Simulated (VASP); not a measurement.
Write the native input for VASP 6.6.1 that does the following.

```
Task                   : single point
Functional             : PBE
Potentials or basis    : VASP PAW PBE potentials, release 64 (Rh_pv)
Cutoff                 : 520 eV
k mesh                 : 20 × 20 × 20
Occupations            : gaussian, width 0.05 eV
Spin                   : no spin polarisation
Dipole correction      : no
Further INCAR settings : ALGO = Normal; EDIFF = 1e-07; NBANDS = 14
```

The structure of Rh lies in POSCAR:

```
Rh
1.0
   -1.5080309994      1.5080309994      1.5080309994
    1.5080309994     -1.5080309994      1.5080309994
    1.5080309994      1.5080309994     -1.5080309994
Rh
1
Direct
    0.0000000000      0.0000000000      0.0000000000
```

The cell was built by a generator and needn't be a form met in nature.

One way to write it, as run:

INCAR

```
SYSTEM = Rh
PREC = Accurate
ENCUT = 520
EDIFF = 1E-7
ISMEAR = 0
SIGMA = 0.05
LREAL = .False.
LASPH = .True.
NELM = 60
ALGO = Normal
ISIF = 2
LWAVE = .False.
LCHARG = .False.
GGA = PE
NBANDS = 14
```

KPOINTS

```
Automatic mesh
0
Gamma
  20 20 20
  0 0 0
```

Potentials or basis: VASP PAW PBE potentials, release 64 (Rh_pv).

Command:

```sh
$ cat potpaw_PBE.64/Rh_pv/POTCAR > POTCAR
$ mpirun -np 1 vasp_std > vasp.out
```

It gave:

```
Pressure               : 14.2 GPa
Band gap on the k mesh : none (metal or under the smearing width)
```

It took 22 s on 1 thread of Intel(R) Xeon(R) Platinum 8488C (Sapphire Rapids), on a shared host, peak memory 0.16 GiB.
